**Force and pressure of one SnSe2 cell in six DFT runs**

The table holds the pressure and the largest force of one unrelaxed SnSe2 cell, computed with PBE (no dispersion, no spin-orbit coupling) in pseudopotential, PAW and all-electron LAPW programs. The program tests whether shifts against LAPW follow a central push along the Sn–Se bonds, whose slope of 6.50 GPa per eV/Å is fixed by geometry, plus one constant pressure offset fitted to the four plane-wave rows. A free line gives a slope of 6.62, and the offset of −0.042 GPa is close in size to the 0.039 GPa Pulay correction that the Ansatz PAW run reports. The output also splits the stress along c into a force term and an interlayer term, and shows the misfits: uneven residuals in the stress components of GPAW and ABINIT, and an in-plane stress 18% too high when the model is applied to totals. The number of valence electrons does not sort the forces.

PBE calculations of one unrelaxed SnSe2 cell (P-3m1, 3 atoms) with the programs named, without dispersion correction, spin-orbit coupling or spin polarisation. All runs use an 8×8×5 k mesh and Fermi-Dirac smearing of 0.05 eV. Pressure is positive in compression and, for Ansatz, leaves out the Pulay correction.

## Analysis program

```python
# Table: pressure (GPa) and largest force (eV/A) of one unrelaxed SnSe2 cell, PBE, 8x8x5 mesh, six DFT programs.
# Tested: shifts against all-electron LAPW follow a central Sn-Se bond push (slope from geometry, no fit)
# plus one constant stress offset (Pulay-like); alternatives: offset alone, valence electron count.
T = {
    'run_program': ['Octopus', 'GPAW', 'Ansatz', 'ABINIT', 'Ansatz LAPW', 'Quantum ESPRESSO'],
    'run_potentials': ['pseudodojo_pbe', 'GPAW-PAW-data-sets-(gpaw-data-1.2.1)', 'Ansatz PAW', 'JTH-PAW-PBE-v2.0', 'all-electron-LAPW,-scalar-relativistic', 'SSSP-1.3-efficiency-PBE'],
    'run_basis': ['default', '600 eV', '420 eV', '598.65 eV', '0.001 eV/atom-basis-error', '816.342 eV'],
    'result_pressure': [None, 5.32, 5.5, 5.52, 5.53, 5.65],  # GPa
    'result_largest_force': [0.812, 0.76, 0.787, 0.789, 0.785, 0.81],  # eV/angstrom
    'd_median': [0.023, -0.029, -0.002, 0.0, -0.004, 0.021],  # eV/angstrom
}
import numpy as np
from scipy.constants import e
G = e*1e21  # eV/A^3 -> GPa
a, c, d = 3.811, 6.136, 2.679  # cell edges and Sn-Se contact of the runs, A
# further outputs of the same runs: stress xx, zz (GPa), Ansatz PAW Pulay terms, mesh gap (eV), electrons treated
pul = (0.038983, 0.037883)
S = {'GPAW': (4.8125, 6.34567), 'Ansatz': (5.040579-pul[0], 6.534834-pul[1]), 'ABINIT': (5.0147, 6.54037),
     'Ansatz LAPW': (5.033157, 6.52574), 'Quantum ESPRESSO': (5.156629, 6.63404)}
gap = {'Octopus': 0.7857, 'GPAW': 0.81756, 'Ansatz': 0.81056, 'ABINIT': 0.81178, 'Ansatz LAPW': 0.81227, 'Quantum ESPRESSO': 0.80108}
nel = {'Octopus': 46, 'GPAW': 26, 'Ansatz': 46, 'ABINIT': 26, 'Ansatz LAPW': 70, 'Quantum ESPRESSO': 26}
N = T['run_program']
F = dict(zip(N, T['result_largest_force'])); P = dict(zip(N, T['result_pressure']))
R = 'Ansatz LAPW'
A = a*a*np.sqrt(3)/2; V = A*c; z = np.sqrt(d*d - a*a/3)
kP, kx, kz = 2*d*d/(3*z*V)*G, a*a/(3*z*V)*G, 2*z/V*G
print(f"geometry: V {V:.2f} A^3, area {A:.2f} A^2, Se height {z:.3f} A, Se-Se gap along c {c-2*z:.3f} A")
print(f"bond model slopes, GPa per eV/A: P {kP:.2f}, xx {kx:.2f}, zz {kz:.2f}")
f = np.array(list(F.values())); p = np.array([v for v in P.values() if v is not None])
print(f"force spread {np.ptp(f):.3f} eV/A ({100*np.ptp(f)/F[R]:.1f}% of LAPW); median of rows {np.median(f):.3f}")
print(f"pressure spread {np.ptp(p):.2f} GPa ({100*np.ptp(p)/P[R]:.1f}% of LAPW)")
print("against LAPW: dF eV/A (%), mesh gap shift meV, electrons treated")
for n in N:
    print(f"  {n:17s} {F[n]-F[R]:+.3f} ({100*(F[n]/F[R]-1):+.1f}%) {1e3*(gap[n]-gap[R]):+6.1f} {nel[n]}")
for m in (26, 46):
    v = [F[n] for n in N if nel[n] == m]
    print(f"{m} electrons: mean force {np.mean(v):.3f}, range {min(v):.3f} to {max(v):.3f} eV/A")
W = [n for n in N if n != R and P[n] is not None]
dF = np.array([F[n]-F[R] for n in W]); dP = np.array([P[n]-P[R] for n in W])
res = dP - kP*dF; off = res.mean()
print("pressure shift, GPa: found (%), bond model, residual, residual less offset")
for n, y, x, r in zip(W, dP, dF, res):
    print(f"  {n:17s} {y:+.3f} ({100*y/P[R]:+.1f}%) {kP*x:+.3f} {r:+.3f} {r-off:+.3f}")
rms = lambda x: np.sqrt(np.mean(x**2))
print(f"rounding limit on a residual: up to {0.01 + kP*0.001:.3f} GPa")
print(f"rms GPa: bond only {rms(res):.3f}; bond + offset {rms(res-off):.3f} (offset {off:+.3f}); offset alone {rms(dP-dP.mean()):.3f}")
s, b = np.polyfit(dF, dP, 1)
print(f"free line, 4 plane-wave rows: slope {s:.2f} GPa per eV/A ({s/kP:.2f} of model), intercept {b:+.3f} GPa")
pm = (2*pul[0]+pul[1])/3; iA = W.index('Ansatz')
print(f"Ansatz PAW Pulay term {pm:.3f} GPa; restored: P {P['Ansatz']+pm:.3f}, residual {res[iA]+pm:+.3f}")
print("stress components against LAPW, GPa: dxx, residual; dzz, residual")
for n, x in zip(W, dF):
    u, w = S[n][0]-S[R][0], S[n][1]-S[R][1]
    print(f"  {n:17s} {u:+.3f} {u-kx*x:+.3f}; {w:+.3f} {w-kz*x:+.3f}")
print("split of zz stress, outward force, GPa: zz = 2zF/V + gap term")
gt = {n: S[n][1]-kz*F[n] for n in S}
for n in S:
    print(f"  {n:17s} {S[n][1]:.3f} = {kz*F[n]:.3f} + {gt[n]:.3f}")
print(f"Ansatz PAW gap term with Pulay restored {gt['Ansatz']+pul[1]:.3f} GPa")
print(f"LAPW: force term {100*kz*F[R]/S[R][1]:.0f}% of zz; gap term if force were inward {S[R][1]+kz*F[R]:.1f} GPa")
Fg = gt[R]*A/G
print(f"LAPW: inward gap push {Fg:.3f} eV/A per Se, outward layer push {F[R]+Fg:.3f} eV/A")
print(f"LAPW xx {S[R][0]:.2f} GPa; bond model {kx*F[R]:.2f} from net force, {kx*(F[R]+Fg):.2f} from layer push ({100*(kx*(F[R]+Fg)/S[R][0]-1):+.0f}%)")
po = P[R] + kP*(F['Octopus']-F[R])
print(f"Octopus, no pressure in table: model gives {po:.2f} GPa without, {po+off:.2f} with the offset")
assert 0.75*kP < s < 1.25*kP
assert all(res < 0)
assert all(v > 0 for v in gt.values())
assert F['GPAW'] < F[R] < F['Quantum ESPRESSO'] and P['GPAW'] < P[R] < P['Quantum ESPRESSO']
```

It prints:

```
geometry: V 77.18 A^3, area 12.58 A^2, Se height 1.528 A, Se-Se gap along c 3.079 A
bond model slopes, GPa per eV/A: P 6.50, xx 6.58, zz 6.35
force spread 0.052 eV/A (6.6% of LAPW); median of rows 0.788
pressure spread 0.33 GPa (6.0% of LAPW)
against LAPW: dF eV/A (%), mesh gap shift meV, electrons treated
  Octopus           +0.027 (+3.4%)  -26.6 46
  GPAW              -0.025 (-3.2%)   +5.3 26
  Ansatz            +0.002 (+0.3%)   -1.7 46
  ABINIT            +0.004 (+0.5%)   -0.5 26
  Ansatz LAPW       +0.000 (+0.0%)   +0.0 70
  Quantum ESPRESSO  +0.025 (+3.2%)  -11.2 26
26 electrons: mean force 0.786, range 0.760 to 0.810 eV/A
46 electrons: mean force 0.800, range 0.787 to 0.812 eV/A
pressure shift, GPa: found (%), bond model, residual, residual less offset
  GPAW              -0.210 (-3.8%) -0.162 -0.048 -0.005
  Ansatz            -0.030 (-0.5%) +0.013 -0.043 -0.001
  ABINIT            -0.010 (-0.2%) +0.026 -0.036 +0.006
  Quantum ESPRESSO  +0.120 (+2.2%) +0.162 -0.042 -0.000
rounding limit on a residual: up to 0.016 GPa
rms GPa: bond only 0.042; bond + offset 0.004 (offset -0.042); offset alone 0.118
free line, 4 plane-wave rows: slope 6.62 GPa per eV/A (1.02 of model), intercept -0.042 GPa
Ansatz PAW Pulay term 0.039 GPa; restored: P 5.539, residual -0.004
stress components against LAPW, GPa: dxx, residual; dzz, residual
  GPAW              -0.221 -0.056; -0.180 -0.021
  Ansatz            -0.032 -0.045; -0.029 -0.041
  ABINIT            -0.018 -0.045; +0.015 -0.011
  Quantum ESPRESSO  +0.123 -0.041; +0.108 -0.050
split of zz stress, outward force, GPa: zz = 2zF/V + gap term
  GPAW              6.346 = 4.823 + 1.523
  Ansatz            6.497 = 4.994 + 1.503
  ABINIT            6.540 = 5.007 + 1.534
  Ansatz LAPW       6.526 = 4.981 + 1.545
  Quantum ESPRESSO  6.634 = 5.140 + 1.494
Ansatz PAW gap term with Pulay restored 1.541 GPa
LAPW: force term 76% of zz; gap term if force were inward 11.5 GPa
LAPW: inward gap push 0.121 eV/A per Se, outward layer push 0.906 eV/A
LAPW xx 5.03 GPa; bond model 5.16 from net force, 5.96 from layer push (+18%)
Octopus, no pressure in table: model gives 5.71 GPa without, 5.66 with the offset
```
